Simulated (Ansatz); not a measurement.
# HgSe: the cost of one run

Method: DFT PBE, scalar-relativistic, plane waves, PAW, in Ansatz 0.2.0.

2 further runs of the same task are left out: 2 set aside as unsound or not needed.

## Step 1: The system as given

It takes space group F-43m (No. 216, cubic). Conventional cell: a = 6.260 Å, b = 6.260 Å, c = 6.260 Å, α = 90.00°, β = 90.00°, γ = 90.00°. Hg (site symmetry -43m) has 4 Se at 2.71 Å as nearest neighbours. Se (site symmetry -43m) is surrounded by 4 Hg at 2.71 Å.

As a file:

```
CELL_PARAMETERS angstrom
0.00000 3.13013 3.13013
3.13013 0.00000 3.13013
3.13013 3.13013 0.00000
ATOMIC_POSITIONS crystal
Hg 0.00000 0.00000 0.00000
Se 0.25000 0.25000 0.25000
```

This cell was relaxed beforehand with the same method: volume 30.67 Å³/atom, gap on the mesh none (metal).

## Step 2: Bands, states and charges

Input file input.yaml:

```yaml
crystal:
  lattice:
    - [0.0, 3.1301276995, 3.1301276995]
    - [3.1301276995, 0.0, 3.1301276995]
    - [3.1301276995, 3.1301276995, 0.0]
  atoms:
    - { symbol: Hg, position: [0.0, 0.0, 0.0] }
    - { symbol: Se, position: [0.25, 0.25, 0.25] }
basis:
  ecutwfc: 420
kpoints:
  mp_grid: { grid: [12, 12, 12] }
  band_path:
    path:
      - [[0.0, 0.0, 0.0], [-0.5, -0.5, 0.0], [-0.375, -0.375, 0.25]]
      - [[-0.375, 0.0, 0.375], [0.0, 0.0, 0.0], [0.0, 0.0, 0.5], [-0.5, -0.25, 0.25], [-0.5, -0.5, 0.0]]
    npoints: 14
hamiltonian:
  xc: pbe
scf:
  occupations: { method: gaussian, width: 0.1 }
  n_extra_bands: 6
output:
  forces: true
  stress: true
  eigenvalues: true
  populations: true
  dos: { projected: true, de: 0.02, nscf_kmesh: { grid: [18, 18, 18] } }
  bader: true
  write_density: true
  write_potential: true
  elf: true
  volumetric_format: npy
```

Run with:

```sh
> ansatz run input.yaml --threads 1 --pin off --max-ram 2560MiB --backend cpu --events-out ev --progress --plain --runs-dir out
```

What time and memory should one allow on 1 thread of an Arm CPU, shared host?

About 59 s, with a peak of 0.43 GiB.
